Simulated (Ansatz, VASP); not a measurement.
**One calculation of K2S, two programs**

```
K S
1.0
     0.00000    3.73149    3.73149
     3.73149    0.00000    3.73149
     3.73149    3.73149    0.00000
K S
2 1
Cartesian
  1.8657 1.8657 1.8657
  5.5972 5.5972 5.5972
  0.0000 0.0000 0.0000
```

Change from the starting cell: volume scaled by 1.02.

Alike in both runs: task single point; functional PBE; k mesh 6 × 6 × 6; occupations fermi-dirac, width 0.05 eV; no spin polarisation.

|  | VASP | Ansatz |
| --- | --- | --- |
| version | VASP 6.6.1 | Ansatz 0.2.0 |
| potentials or method | VASP PAW PBE potentials, release 64 (K_sv, S) | Ansatz PAW |
| plane-wave cutoff (eV) | 520 | 420 |
| valence electrons in the cell | 24 | 24 |

```csv
,VASP,Ansatz,Ansatz less VASP
gap on the k mesh at the Fermi level (eV),2.32,2.32,+0.001
least direct gap on the mesh (eV),2.50,2.50,+0.003
pressure (GPa),0.0,0.0,-0.03
```

The functional is the same, so the differences come from potentials, cutoffs and numerics.

A k mesh can miss the band edges.
